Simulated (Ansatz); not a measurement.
# N (P2_13) in Ansatz: notebook

One crystal, N, is run at these levels: PBEsol, r2SCAN; tasks: relaxation of cell and atoms.

Everything below comes from runs of Ansatz 0.2.0. Logs are shortened: lines on timing, memory, paths and dates and some standing lists are left out, and cuts for length are marked.

## (1) The crystal as given

It takes space group P2_13 (No. 198, cubic). The conventional cell has a = 5.815 Å, b = 5.815 Å, c = 5.815 Å, α = 90.00°, β = 90.00°, γ = 90.00°. N (site symmetry 3) is surrounded by 1 N at 1.11 Å. Around N (site symmetry 3) lie 1 N at 1.11 Å.

## (2) Relaxation of cell and atoms, PBEsol

Input file input.yaml:

```yaml
crystal:
  lattice:
    - [5.81510172, 0.0, 0.0]
    - [0.0, 5.81510172, 0.0]
    - [0.0, 0.0, 5.81510172]
  atoms:
    - { symbol: "N", position: [0.04586114, 0.45413886, 0.54586114] }
    - { symbol: "N", position: [0.45413886, 0.54586114, 0.04586114] }
    - { symbol: "N", position: [0.54586114, 0.04586114, 0.45413886] }
    - { symbol: "N", position: [0.95413886, 0.95413886, 0.95413886] }
    - { symbol: "N", position: [0.93609856, 0.56390144, 0.43609856] }
    - { symbol: "N", position: [0.56390144, 0.43609856, 0.93609856] }
    - { symbol: "N", position: [0.43609856, 0.93609856, 0.56390144] }
    - { symbol: "N", position: [0.06390144, 0.06390144, 0.06390144] }
hamiltonian:
  xc: pbesol
  pseudopotentials: { kind: paw }
kpoints:
  mp_grid: { grid: [5, 5, 5] }
scf:
  occupations: { method: fermi_dirac, width: 0.05 }
output:
  forces: true
  stress: true
  eigenvalues: true
  write_density: true
  write_potential: true
  elf: true
  volumetric_format: npy
relax:
  f_tol: 0.01
  max_steps: 40
  cell: { stress_tol: 0.05 }
```

Potentials or basis: Ansatz PAW.

Launch:

```sh
ansatz run input.yaml --threads 4 --pin off --max-ram 11264MiB --backend cpu --events-out ev --progress --plain --runs-dir out
```

The program printed:

```text
Warning: RAYON_NUM_THREADS=4 ignored (pool sized by the plan → 4); use --threads N
Engine: ansatz 0.2.0, x86_64-unknown-linux-gnu
Pseudopotentials: kind: paw
Pseudopotential: N, paw, valence charge 5, recommended cutoff 420 eV (normal), N.paw.azcp
Functional definition: PBEsol
  exchange = pbesol_x
  correlation = pbesol_c
Crystal: 8 atoms, lattice volume = 196.640 Å³
Basis set: ecut = 420 eV, 3887 PW (Γ), exchange–correlation on 80×80×80 points (8 copies of the dense FFT grid, shifted against one another)
Bands: 28, of which v1, the nominal top of the filled ones, is band 20 counted from 1 (19 counted from 0)
Symmetry: 12 space group operations
Space group: P213 (ITA 198), of the structure as read, at distance tolerance 5.8e-5 Å
k-points: 11 of 125 (time reversal used)
Non-local potential: N, projectors of the file, l = 0: 2, l = 1: 2, l = 2: 1
PAW form: soft (Blöchl's): semilocal exchange-correlation on the pseudo side does not see the compensation charge
PAW frozen core: N, regenerated for the run's functional, and the local potential with it (the file was generated under x = pbe(κ = 0.804, μ = 0.2195149727645171), c = pbe(β = 0.06672455060314922))
PAW one-centre angular grid: N, 110 points (default); XC on 64 Gauss nodes
Initial density: superposition of atomic densities (neutral atoms: chi_scale 0, normalization atom), corrected by the library's trained network
Initial wavefunctions: pseudopotential atomic-orbital guess
Functional: x = pbesol(κ = 0.804, μ = 0.12345679012345678), c = pbesol(β = 0.046)
SCF iter   1: F=—  HF=-3027.822123 eV  |F-HF|=—  |Δ(HF+E_count)|=         —  Δρ=6.49e-3  dr2=7.76e-2  ethr=1.77e-3  ⟨swp⟩=5.1  Hψ=1322  notcnv=0
preconditioner: auto → Resta (q_TF=auto, 2.092 Å⁻¹)  ε∞=2.7  [insulator: Δε(μ)=7.399 eV  Ē_g=12.915 eV  σ=0.050 eV  W_gap=1.00  n_scr=26 (ndim 8)  ℏωp=16.7 eV  f_vac=0.337  D(μ)=0.00/eV (n_scr^D=0)  ε∞_Penn≈2.7  vacuum switching on, ρ_ref=1.2e-2 e/Å³]
SCF iter   2: F=—  HF=-3027.820736 eV  |F-HF|=—  |Δ(HF+E_count)|=   1.39e-3  Δρ=2.15e-3  dr2=9.42e-3  ethr=1.94e-4  ⟨swp⟩=3.0  Hψ=643  notcnv=0  defer=20
SCF iter   3: F=—  HF=-3027.823701 eV  |F-HF|=—  |Δ(HF+E_count)|=   2.96e-3  Δρ=8.38e-4  dr2=1.15e-3  ethr=2.35e-5  ⟨swp⟩=2.0  Hψ=532  notcnv=0  defer=20
SCF iter   4: F=—  HF=-3027.824172 eV  |F-HF|=—  |Δ(HF+E_count)|=   4.71e-4  Δρ=6.86e-4  dr2=8.89e-4  ethr=2.89e-6  ⟨swp⟩=2.0  Hψ=508  notcnv=0  defer=20
SCF iter   5: F=—  HF=-3027.824121 eV  |F-HF|=—  |Δ(HF+E_count)|=   5.03e-5  Δρ=2.77e-4  dr2=1.45e-4  ethr=2.22e-6  ⟨swp⟩=1.8  Hψ=358  notcnv=0  defer=20
SCF iter   6: F=—  HF=-3027.824119 eV  |F-HF|=—  |Δ(HF+E_count)|=   1.77e-6  Δρ=6.21e-5  dr2=7.19e-6  ethr=3.63e-7  ⟨swp⟩=2.9  Hψ=490  notcnv=0  defer=20
SCF iter   7: F=—  HF=-3027.823934 eV  |F-HF|=—  |Δ(HF+E_count)|=   1.85e-4  Δρ=7.84e-6  dr2=1.11e-7  ethr=1.80e-8  ⟨swp⟩=2.7  Hψ=501  notcnv=0  defer=20
SCF iter   8: F=-3027.823934 eV  HF=-3027.823934 eV  |F-HF|=1.06e-9  |Δ(HF+E_count)|=   3.73e-9  Δρ=1.04e-6  dr2=1.65e-9  ethr=2.50e-10  ⟨swp⟩=11.5  Hψ=1943  notcnv=0
SCF 1 converged in 8 iterations: F = -3027.823934 eV  dr2 = 1.65e-9
relax step   1: F+E_penalty+E_count = -3027.82393440 eV  Δ(F+E_penalty+E_count) = +0.000e0 eV  max|allowed force component| = 4.858e-1 eV/Å  Δτ_max = 0.0000 Å  P = -0.816 GPa  Ω = 196.640 Å³  (8 SCF iters, dr2 threshold 1.00e-7 eV, accepted)
Crystal: 8 atoms, lattice volume = 200.666 Å³
Initial density: handed on by an earlier stage of this run
Initial wavefunctions: those handed on with the density
iter 1 solved again at ethr=5.83e-4 eV; its pass at ethr=3.10e-3 eV (dr2=2.33e-1 eV) is discarded
SCF iter   1: F=—  HF=-3027.879661 eV  |F-HF|=—  |Δ(HF+E_count)|=         —  Δρ=2.31e-2  dr2=2.47e-1  ethr=5.83e-4  ⟨swp⟩=1.0  Hψ=1399  notcnv=0
preconditioner: auto → Resta (q_TF=auto, 2.085 Å⁻¹)  ε∞=2.6  [insulator: Δε(μ)=7.555 eV  Ē_g=13.051 eV  σ=0.050 eV  W_gap=1.00  n_scr=26 (ndim 8)  ℏωp=16.6 eV  f_vac=0.325  D(μ)=0.00/eV (n_scr^D=0)  ε∞_Penn≈2.6]
SCF iter   2: F=—  HF=-3027.841747 eV  |F-HF|=—  |Δ(HF+E_count)|=   3.79e-2  Δρ=1.11e-2  dr2=7.31e-2  ethr=5.83e-4  ⟨swp⟩=2.0  Hψ=616  notcnv=0
SCF iter   3: F=—  HF=-3027.833543 eV  |F-HF|=—  |Δ(HF+E_count)|=   8.20e-3  Δρ=5.72e-3  dr2=2.69e-2  ethr=1.83e-4  ⟨swp⟩=2.2  Hψ=545  notcnv=0
SCF iter   4: F=—  HF=-3027.829141 eV  |F-HF|=—  |Δ(HF+E_count)|=   4.40e-3  Δρ=4.05e-4  dr2=1.41e-4  ethr=6.71e-5  ⟨swp⟩=3.0  Hψ=484  notcnv=0
SCF iter   5: F=—  HF=-3027.829426 eV  |F-HF|=—  |Δ(HF+E_count)|=   2.86e-4  Δρ=9.45e-5  dr2=1.49e-5  ethr=3.52e-7  ⟨swp⟩=2.0  Hψ=484  notcnv=0
[... 120 lines left out ...]
Crystal: 8 atoms, lattice volume = 223.240 Å³
iter 1 solved again at ethr=8.06e-7 eV; its pass at ethr=3.10e-3 eV (dr2=3.22e-4 eV) is discarded
SCF iter   1: F=—  HF=-3027.822870 eV  |F-HF|=—  |Δ(HF+E_count)|=         —  Δρ=7.14e-4  dr2=2.58e-4  ethr=8.06e-7  ⟨swp⟩=2.0  Hψ=1273  notcnv=0
preconditioner: auto → Resta (q_TF=auto, 2.049 Å⁻¹)  ε∞=2.5  [insulator: Δε(μ)=7.654 eV  Ē_g=13.027 eV  σ=0.050 eV  W_gap=1.00  n_scr=26 (ndim 8)  ℏωp=15.7 eV  f_vac=0.387  D(μ)=0.00/eV (n_scr^D=0)  ε∞_Penn≈2.5]
SCF iter   2: F=—  HF=-3027.822834 eV  |F-HF|=—  |Δ(HF+E_count)|=   3.62e-5  Δρ=3.44e-4  dr2=7.54e-5  ethr=6.44e-7  ⟨swp⟩=3.0  Hψ=484  notcnv=0
SCF iter   3: F=—  HF=-3027.822563 eV  |F-HF|=—  |Δ(HF+E_count)|=   2.71e-4  Δρ=1.77e-4  dr2=3.05e-5  ethr=1.89e-7  ⟨swp⟩=2.4  Hψ=463  notcnv=0
SCF iter   4: F=—  HF=-3027.822554 eV  |F-HF|=—  |Δ(HF+E_count)|=   8.46e-6  Δρ=1.25e-5  dr2=1.36e-7  ethr=7.61e-8  ⟨swp⟩=3.0  Hψ=484  notcnv=0
SCF iter   5: F=—  HF=-3027.822553 eV  |F-HF|=—  |Δ(HF+E_count)|=   1.56e-6  Δρ=1.61e-6  dr2=3.60e-9  ethr=2.53e-11  ⟨swp⟩=5.8  Hψ=1898  notcnv=0
SCF iter   6: F=-3027.822553 eV  HF=-3027.822553 eV  |F-HF|=6.99e-10  |Δ(HF+E_count)|=   2.06e-9  Δρ=3.18e-7  dr2=4.45e-10  ethr=8.99e-12  ⟨swp⟩=4.2  Hψ=1634  notcnv=0
SCF 12 converged in 6 iterations: F = -3027.822553 eV  dr2 = 4.45e-10
relax step  12: F+E_penalty+E_count = -3027.82255288 eV  Δ(F+E_penalty+E_count) = -4.713e-4 eV  max|allowed force component| = 1.344e-3 eV/Å  Δτ_max = 0.0020 Å  P = -0.002 GPa  Ω = 223.240 Å³  energy of the carried Pulay correction = -2.889e-2 eV  (6 SCF iters, dr2 threshold 1.01e-8 eV, accepted)
Basis set: ecut = 420 eV, 4385 PW (Γ), exchange–correlation on 90×90×90 points (8 copies of the dense FFT grid, shifted against one another)
iter 1 solved again at ethr=1.41e-7 eV; its pass at ethr=3.10e-3 eV (dr2=5.63e-5 eV) is discarded
SCF iter   1: F=—  HF=-3027.851403 eV  |F-HF|=—  |Δ(HF+E_count)|=         —  Δρ=2.61e-4  dr2=2.17e-5  ethr=1.41e-7  ⟨swp⟩=3.1  Hψ=2272  notcnv=0
preconditioner: auto → Resta (q_TF=auto, 2.049 Å⁻¹)  ε∞=2.5  [insulator: Δε(μ)=7.654 eV  Ē_g=13.026 eV  σ=0.050 eV  W_gap=1.00  n_scr=26 (ndim 8)  ℏωp=15.7 eV  f_vac=0.387  D(μ)=0.00/eV (n_scr^D=0)  ε∞_Penn≈2.5]
SCF iter   2: F=—  HF=-3027.851983 eV  |F-HF|=—  |Δ(HF+E_count)|=   5.80e-4  Δρ=1.26e-4  dr2=4.00e-6  ethr=5.41e-8  ⟨swp⟩=2.5  Hψ=488  notcnv=0
SCF iter   3: F=—  HF=-3027.852132 eV  |F-HF|=—  |Δ(HF+E_count)|=   1.49e-4  Δρ=1.77e-5  dr2=1.04e-7  ethr=9.99e-9  ⟨swp⟩=2.0  Hψ=484  notcnv=0
SCF iter   4: F=—  HF=-3027.852136 eV  |F-HF|=—  |Δ(HF+E_count)|=   3.60e-6  Δρ=1.26e-6  dr2=2.53e-9  ethr=2.60e-10  ⟨swp⟩=2.0  Hψ=484  notcnv=0
SCF iter   5: F=—  HF=-3027.852136 eV  |F-HF|=—  |Δ(HF+E_count)|=   3.81e-9  Δρ=1.14e-6  dr2=2.71e-9  ethr=6.32e-12  ⟨swp⟩=2.0  Hψ=528  notcnv=0
SCF iter   6: F=-3027.852136 eV  HF=-3027.852136 eV  |F-HF|=3.09e-11  |Δ(HF+E_count)|=  2.00e-10  Δρ=9.22e-8  dr2=1.21e-11  ethr=1.00e-12  ⟨swp⟩=4.7  Hψ=1510  notcnv=0
SCF 13 converged in 6 iterations: F = -3027.852136 eV  dr2 = 1.21e-11
relax step  13: F+E_penalty+E_count = -3027.85213584 eV  Δ(F+E_penalty+E_count) = -2.958e-2 eV  max|allowed force component| = 6.518e-4 eV/Å  Δτ_max = 0.0000 Å  P = +0.035 GPa  Ω = 223.240 Å³  stress off target by 3.55e-2 GPa  SCF on the basis re-selected at this cell (its energy is not comparable with the rows above)  (6 SCF iters)
basis re-selected at this cell: Δ(F+E_penalty+E_count) = -2.958e-2 eV, ΔP = +0.038 GPa vs the last step (what re-selecting the basis moved, of the pressure what is left beyond the Pulay correction that the steps carried, after the strain that the cell walked since its last selection, with what the two solves' SCF thresholds leave and, on support functions, any second-order correction that the steps lacked; it is no measure of the basis error at this ecutwfc). The dense FFT grid was sized anew with the basis: this SCF ran on 45×45×45 points, the steps before it on 40×40×40, so part of this shift can come from that change (see relax.cell in the input reference). This SCF's stress stands 3.55e-2 GPa from its target on what of the cell is left free (relax.cell.stress_tol is 5.00e-2 GPa) and its largest allowed force component is 6.52e-4 eV/Å (relax.f_tol is 1.00e-2 eV/Å): within both
SCF converged after 6 iterations
Free energy (F): -3027.852136 eV
Harris-Foulkes:  -3027.852136 eV  (|F-HF|=3.09e-11)
Internal energy: -3027.852136 eV  (E = F + TS)
E sigma→0 (E₀):  -3027.852136 eV
Fermi energy:    -2.627514 eV
--- Per-component energies (eV) ---
  E_band       = -456.978128
  E_kinetic    = 1000.256919
  E_local      = -3237.676896  (includes V_loc(G=0)·N_el)
  E_nonlocal   = 385.472513
  E_hartree    = 1063.066469
  E_xc         = -453.174859
  E_vxc        = -576.090801  (∫ρ·V_xc dr)
  E_paw        = -980.770912  (= ΣΔE_a)
  E_vpaw       = -155.073395  (= ΣTr[D̂ρ^β])
  E_aug_tail   = 0.000670  (compensation charges beyond the density's cutoff)
  E_ewald      = -805.250831
  E_core_change = 0.224791  (= ΣΔE_core)
  E_smearing   = -0.000000  (= −TS)
  E_closure    = 0.000000  (closes the sum)
  Σ components = -3027.852136   (vs F -3027.852136, Δ=0.00e0)
--- Forces (eV/Å), atoms counted from 1 ---
  atom   1  N      0.00063140    -0.00063140     0.00063140
  atom   2  N     -0.00063140     0.00063140     0.00063140
  atom   3  N      0.00063140     0.00063140    -0.00063140
  atom   4  N     -0.00063140    -0.00063140    -0.00063140
  atom   5  N     -0.00065177     0.00065177    -0.00065177
  atom   6  N      0.00065177    -0.00065177    -0.00065177
  atom   7  N     -0.00065177    -0.00065177     0.00065177
  atom   8  N      0.00065177     0.00065177     0.00065177
  max |Σ_I F_I| component: 1.08e-18 eV/Å
--- Stress (GPa, compression-positive) ---
        0.035493       0.000000      -0.000000
        0.000000       0.035493      -0.000000
       -0.000000      -0.000000       0.035493
  P = ⅓ Tr σ = 0.0355 GPa (0.355 kbar)
--- Band table (eV; the first three rows and the last of 11) ---
  k-point 0: bands = ["-24.5653", "-24.5413", "-24.5413", "-24.5413", "-9.8755", "-9.8755", "-9.8755", "-9.7955", "-8.1381", "-8.1381", "-8.1381", "-8.0230", "-8.0230", "-7.9293", "-7.9293", "-7.9293", "-7.0653", "-6.5188", "-6.5188", "-6.5188", "1.1445", "1.1445", "1.1445", "1.7371", "1.7371", "1.7371", "1.9278", "1.9278"]
  k-point 1: bands = ["-24.5630", "-24.5436", "-24.5413", "-24.5413", "-9.8742", "-9.8740", "-9.8676", "-9.8031", "-8.1392", "-8.1298", "-8.1286", "-8.0367", "-8.0158", "-7.9652", "-7.9447", "-7.9399", "-6.9881", "-6.5554", "-6.5153", "-6.5150", "1.1918", "1.1962", "1.2276", "1.7109", "1.7161", "1.7549", "1.8700", "1.9091"]
  k-point 2: bands = ["-24.5570", "-24.5496", "-24.5412", "-24.5412", "-9.8720", "-9.8717", "-9.8474", "-9.8227", "-8.1341", "-8.1205", "-8.1059", "-8.0703", "-8.0036", "-7.9952", "-7.9813", "-7.9662", "-6.8228", "-6.6623", "-6.5095", "-6.5094", "1.2865", "1.2933", "1.4415", "1.6562", "1.6635", "1.6921", "1.8020", "1.8608"]
  k-point 10: bands = ["-24.5490", "-24.5466", "-24.5466", "-24.5466", "-9.8687", "-9.8687", "-9.8669", "-9.8611", "-8.1501", "-8.1311", "-8.1311", "-8.1295", "-7.9452", "-7.9452", "-7.9285", "-7.9285", "-6.6737", "-6.6286", "-6.6286", "-6.6259", "1.5189", "1.5718", "1.5719", "1.5801", "1.6745", "1.6746", "1.7181", "1.7182"]
--- Relaxed structure (10 steps of the walk, 10 accepted, 3 SCFs on fresh bases) ---
  F+E_penalty+E_count = -3027.85213584 eV   max|allowed force component| = 6.518e-4 eV/Å   (the final SCF, on the basis selected at the relaxed cell)
  cell:  # Å, volume = 223.2402 Å³
    - [6.066303637340575, 8.024708101613482e-33, 3.980255218400288e-33]
    - [1.0079033375626535e-32, 6.066303637340575, 2.2790171008582292e-33]
    - [3.0814879110195767e-33, 8.666684749742561e-34, 6.066303637340575]
  atoms:
    - { symbol: N, position: [0.05237203843911679, 0.447627961560883, 0.5523720384391168] }
    - { symbol: N, position: [0.447627961560883, 0.5523720384391168, 0.05237203843911679] }
    - { symbol: N, position: [0.5523720384391168, 0.05237203843911679, 0.447627961560883] }
    - { symbol: N, position: [0.947627961560883, 0.947627961560883, 0.947627961560883] }
    - { symbol: N, position: [0.9477119576500675, 0.5522880423499321, 0.4477119576500677] }
    - { symbol: N, position: [0.5522880423499321, 0.4477119576500677, 0.9477119576500675] }
    - { symbol: N, position: [0.4477119576500677, 0.9477119576500675, 0.5522880423499321] }
    - { symbol: N, position: [0.05228804234993221, 0.05228804234993221, 0.05228804234993221] }
```

It took 96 s on 4 threads of Intel Xeon at 2.50GHz (Skylake/Cascade Lake), shared host; peak memory 0.52 GiB.

What came out:

```
Free energy                            : -3027.8521 eV
Relaxed volume                         : 27.91 Å³/atom
Relaxed cell                           : a = 6.066 Å, b = 6.066 Å, c = 6.066 Å, α = 90.00°, β = 90.00°, γ = 90.00°
Space group after relaxing (to 0.05 Å) : Pa-3 (No. 205)
Energy gained by relaxing              : 3.5 meV/atom
Ionic steps                            : 13
Pressure after relaxing                : 0.0 GPa
Band gap on the k mesh                 : 7.65 eV, indirect (least direct gap 7.66 eV)
```

The path:
| step | energy change (eV) | largest force (eV/Å) | volume (Å³) |
| --- | --- | --- | --- |
| 1 | 0.0000 | 0.8415 | 196.64 |
| 2 | -0.0055 | 0.0859 | 200.67 |
| 3 | -0.0020 | 0.0325 | 202.51 |
| 4 | -0.0006 | 0.0003 | 203.16 |
| 5 | -0.0187 | 0.0019 | 203.16 |
| 6 | -0.0111 | 0.0233 | 207.45 |
| 7 | 0.0012 | 0.0174 | 212.46 |
| 8 | 0.0003 | 0.0005 | 212.17 |
| 9 | -0.0248 | 0.0029 | 212.17 |
| 10 | -0.0149 | 0.0015 | 217.17 |
| 11 | 0.0019 | 0.0220 | 223.39 |
| 12 | 0.0014 | 0.0023 | 223.24 |
| 13 | -0.0282 | 0.0011 | 223.24 |

Final structure:
```
CELL_PARAMETERS angstrom
6.06630 0.00000 0.00000
0.00000 6.06630 0.00000
0.00000 0.00000 6.06630
ATOMIC_POSITIONS crystal
N 0.05237 0.44763 0.55237
N 0.44763 0.55237 0.05237
N 0.55237 0.05237 0.44763
N 0.94763 0.94763 0.94763
N 0.94771 0.55229 0.44771
N 0.55229 0.44771 0.94771
N 0.44771 0.94771 0.55229
N 0.05229 0.05229 0.05229
```

Caveat: odd divisions of the mesh miss points on the zone boundary, where band edges often lie, so the gap on the mesh can be too wide; the plane-wave basis is chosen anew once the cell has moved, so the energies of steps on either side of that aren't comparable; the pressure holds a Pulay correction of +0.3 GPa for the finite cutoff; the PAW data sets come from PBE, with cores solved anew for the run's functional, which leaves a small shift of forces and pressure. Expect the measured gap to be larger: semilocal functionals such as PBEsol lack the derivative discontinuity.

(Continued in part 2 of 2.)
